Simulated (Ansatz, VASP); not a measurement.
## Two plane-wave programs on In2O3

```
In O
1.0
     2.74350    1.58396    4.83667
    -2.74350    1.58396    4.83667
     0.00000   -3.16792    4.83667
In O
4 6
Cartesian
  0.0136 -0.0032 12.4628
  -0.0244 0.0017 9.3212
  -0.0231 0.0019 2.0893
  -0.0355 -0.0425 5.1445
  -1.9203 -0.1630 6.0539
  0.8210 1.7806 6.0820
  1.0378 -1.6290 6.0300
  1.9431 0.1262 8.4806
  -0.7866 -1.7253 8.5013
  -1.0910 1.5721 8.5092
```

Change from the starting cell: atoms moved at random, drawn with an rms of 0.05 Å.

Alike in both runs: task single point; functional PBE; k mesh 6 × 6 × 6; occupations fermi-dirac, width 0.05 eV; no spin polarisation.

|  | VASP | Ansatz |
| --- | --- | --- |
| version | VASP 6.6.1 | Ansatz 0.2.0 |
| potentials or method | VASP PAW PBE potentials, release 64 (In_d, O) | Ansatz PAW |
| plane-wave cutoff (eV) | 520 | 420 |
| valence electrons in the cell | 88 | 88 |

Ansatz gave:

- gap on the k mesh at the Fermi level (eV): 1.30
- least direct gap on the mesh (eV): 1.33
- pressure (GPa): 9.2
- largest component of the traceless stress (GPa): 1.09
- rms of the force components (eV/Å): 0.432

Which values does VASP return?

gap on the k mesh at the Fermi level (eV): 1.29; least direct gap on the mesh (eV): 1.32; pressure (GPa): 9.7; largest component of the traceless stress (GPa): 1.23; rms of the force components (eV/Å): 0.443.

Atom by atom the forces differ by 0.014 eV/Å (rms over components).

Caveats: spin-orbit coupling is left out, which moves the levels of the heavy elements; the pressure holds a Pulay correction of +0.7 GPa for the finite cutoff (Ansatz). A k mesh can miss the band edges.
